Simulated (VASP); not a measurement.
The system is Be.

```
Be
1.0
     2.02081    0.00000    0.00000
     0.00000    2.02081    0.00000
     0.00000    0.00000    2.66164
Be
1
Cartesian
  0.0000 0.0000 1.3308
```

The cell was built by a generator and needn't be a form met in nature.

| Property | Result |
| --- | --- |
| Program | VASP 6.6.1 |
| Task | relaxation of cell and atoms |
| Functional | optB88-vdW |
| Potentials or basis | VASP PAW PBE potentials, release 64 (Be) |
| Cutoff | 600 eV |
| k mesh | 13 × 13 × 10 |
| Occupations | fermi-dirac, width 0.05 eV |
| Spin | no spin polarisation |

At the start: pressure 0.7 GPa; volume 10.87 Å³/atom.

Where does the relaxation end?

Over 4 steps the energy falls by 4.8 meV/atom and the volume is 11.31 Å³/atom (+4.0 %); space group P4/mmm (No. 123, to 0.05 Å).

The path:
```csv
step,energy change (eV),largest force (eV/Å),pressure (GPa),volume (Å³)
1,0.0000,0.0000,0.74,10.87
2,-0.0026,0.0000,0.90,10.95
3,-0.0041,0.0000,1.25,11.08
4,-0.0048,0.0000,-0.06,11.31
```

Final structure:
```yaml
crystal:
  lattice:
    - [2.01855, 0.00000, 0.00000]
    - [0.00000, 2.01855, 0.00000]
    - [0.00000, 0.00000, 2.77530]
  atoms:
    - { symbol: Be, position: [0.00000, 0.00000, 0.50000] }
```

Caveat: the PAW data sets were made with another functional, which shifts forces and pressure a little.
